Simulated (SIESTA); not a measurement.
The system is Al2Cu (Khatyrkite).

```
CELL_PARAMETERS angstrom
-3.03350 3.03350 2.43850
3.03350 -3.03350 2.43850
3.03350 3.03350 -2.43850
ATOMIC_POSITIONS crystal
Cu 0.25000 0.25000 0.00000
Cu 0.75000 0.75000 0.00000
Al 0.34190 0.15810 0.50000
Al 0.84190 0.34190 0.18380
Al 0.65810 0.84190 0.50000
Al 0.15810 0.65810 0.81620
```

Base run:

| Quantity | Value |
| --- | --- |
| Program | SIESTA 5.4.2 |
| Functional | PBEsol |
| Potentials or basis | PseudoDojo 0.4 standard (PBEsol files) |
| Basis | SZP (energy shift 0.003 Ry) |
| Grid cutoff | 800 Ry |
| Energy shift | 0.003 Ry |
| k mesh | 7 × 7 × 7 |
| Occupations | fermi-dirac, width 0.05 eV |
| Spin | no spin polarisation |

Its results: band gap on the k mesh none (metal or under the smearing width); pressure 1.3 GPa; largest force 0.080 eV/Å.

Task: The run is repeated on the same cell with these changes: basis from SZP (energy shift 0.003 Ry) to DZP (energy shift 0.003 Ry; two zetas on semicore shells). What comes out?

Result: Band gap on the k mesh none (metal or under the smearing width); pressure -3.6 GPa; largest force 0.043 eV/Å.

Caveats: short orbitals over semicore shells can move pressures by several GPa; the basis of atomic orbitals isn't converged, which shifts pressures, moduli and gaps.
